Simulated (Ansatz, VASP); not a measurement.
C in VASP and in Ansatz

```
C
1.0
     2.13602   -1.23324   -0.00901
     2.13602    1.23324   -0.00901
    -1.39954    0.00000    4.26910
C
2
Direct
  0.83333 0.83333 0.00000
  0.16667 0.16667 0.00000
```

Alike in both runs: functional PBE; k mesh 14 × 14 × 8; occupations gaussian, width 0.02 eV; no spin polarisation.

Ansatz relaxed the structure, and its values are those at the end. VASP's run is a single point on that final structure, the one shown.

```csv
,VASP,Ansatz
version,VASP 6.6.1,Ansatz 0.2.0
potentials or method,"VASP PAW PBE potentials, release 64 (C)","scalar-relativistic, plane waves, PAW"
plane-wave cutoff (eV),520,420
valence electrons in the cell,8,8
```

VASP gave:

```
gap on the k mesh at the Fermi level (eV) : 1.12
least direct gap on the mesh (eV)         : 1.12
pressure (GPa)                            : 0.4
```

What did Ansatz give for the same quantities?

gap on the k mesh at the Fermi level (eV): 1.12; least direct gap on the mesh (eV): 1.12; pressure (GPa): 0.0.

The functional is the same, so the differences come from potentials, cutoffs and numerics.

Caveats: this functional lacks dispersion, which binds the layers, so the pressure and a relaxed spacing across them are unreliable.
